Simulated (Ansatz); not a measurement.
**Bi$_{2}$Te$_{3}$: energy along a strain**

Bi$_{2}$Te$_{3}$, R-3m, a = 4.386 Å, c = 30.497 Å (as given, not relaxed at this level: 1.9 GPa, forces to 0.05 eV/Å). Ansatz: PBE, PAW, 420 eV, Γ-centred 12×12×12 mesh on 5 atoms, Gaussian smearing 0.03 eV; no spin polarisation. Cell vectors (Å): 2.193 1.266 10.166; -2.193 1.266 10.166; 0.000 -2.532 10.166. The cell is strained by x per cent times the pattern (0 0 0 1 0 0) in the order xx yy zz yz xz xy (engineering shears), with fractional coordinates held. y is the free energy over the start, V0 = 33.871 Å³/atom.

| x (%) | y (meV/atom) |
| --- | --- |
| -6.00 | ? |
| -4.50 | 12.70 |
| -3.00 | 5.56 |
| -1.50 | 1.37 |
| 0.00 | 0.00 |
| 1.50 | 1.33 |
| 3.00 | 5.22 |
| 4.50 | 11.58 |
| 5.25 | 15.64 |
| 6.00 | 20.28 |

Problem. Fit y = c1 x + c2 x² + c3 x³ to the other rows, get the stiffness along the pattern, and predict the missing energy.

Solution. Least squares on the rows shown. y = −0.0032230 x + 0.59947 x² − 0.0059559 x³. The clamped-ion stiffness p·C·p = 2 × 5.995 eV × 160.2 / 33.871 Å³ = 57 GPa, which is C44 in these axes (second derivative at the start, which stands under stress). At x = -6.00 the fit asked for gives 22.89 meV/atom. The run gave 22.94 meV/atom, so the fit is 0.05 meV/atom too low, a small miss on the scale of the series.

Spin–orbit coupling is left out, which can shift energies with elements as heavy as these.